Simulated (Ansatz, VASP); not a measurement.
Two plane-wave programs on H

Contents of INCAR:

```
SYSTEM = H
  PREC = Accurate
  ENCUT = 520
  EDIFF = 1E-6
  ISMEAR = 0
  SIGMA = 0.05
  LREAL = .False.
  LASPH = .True.
  NELM = 80
  ALGO = Normal
  ISIF = 2
  LWAVE = .False.
  LCHARG = .True.
  GGA = CA
  LELF = .True.
  LVHAR = .True.
  NBANDS = 6
```

KPOINTS

```
regular mesh
0
Gamma
  10 10 26
  0 0 0
```

Contents of POSCAR:

```
H
1.0
    2.6496387389      0.0000000000      0.0000000000
    0.0000000000      2.6496387389      0.0165602421
    0.0000000000      0.0061280808      0.9804929200
H
1
Direct
    0.0000000000      0.0000000000      0.5000000000
```

Input for Ansatz:

```yaml
crystal:
  lattice:
    - [2.6496387389, 0.0, 0.0]
    - [0.0, 2.6496387389, 0.0165602421]
    - [0.0, 0.0061280808, 0.98049292]
  atoms:
    - { symbol: H, position: [0.0, 0.0, 0.5] }
basis:
  ecutwfc: 420
kpoints:
  mp_grid: { grid: [10, 10, 26] }
hamiltonian:
  xc: lda
scf:
  occupations: { method: gaussian, width: 0.05 }
output:
  forces: true
  stress: true
  eigenvalues: true
```

Change from the starting cell: strain +0.0125 x Voigt [0, 0, 0, 1, 0, 0], atoms carried along.

Alike in both runs: task single point; functional LDA; k mesh 10 × 10 × 26; occupations gaussian, width 0.05 eV; no spin polarisation.

|  | VASP | Ansatz |
| --- | --- | --- |
| version | VASP 6.6.1 | Ansatz 0.2.0 |
| potentials or method | VASP PAW LDA potentials, release 64 (H) | scalar-relativistic, plane waves, PAW |
| plane-wave cutoff (eV) | 520 | 420 |
| valence electrons in the cell | 1 | 1 |

VASP gave:

- gap on the k mesh at the Fermi level (eV): none
- pressure (GPa): 1.3
- largest component of the traceless stress (GPa): 2.67

Question: Which values does Ansatz return?

Answer: gap on the k mesh at the Fermi level (eV): none; pressure (GPa): 1.5; largest component of the traceless stress (GPa): 2.39.

A gap of «none» marks a metal or a gap that the smearing closes.
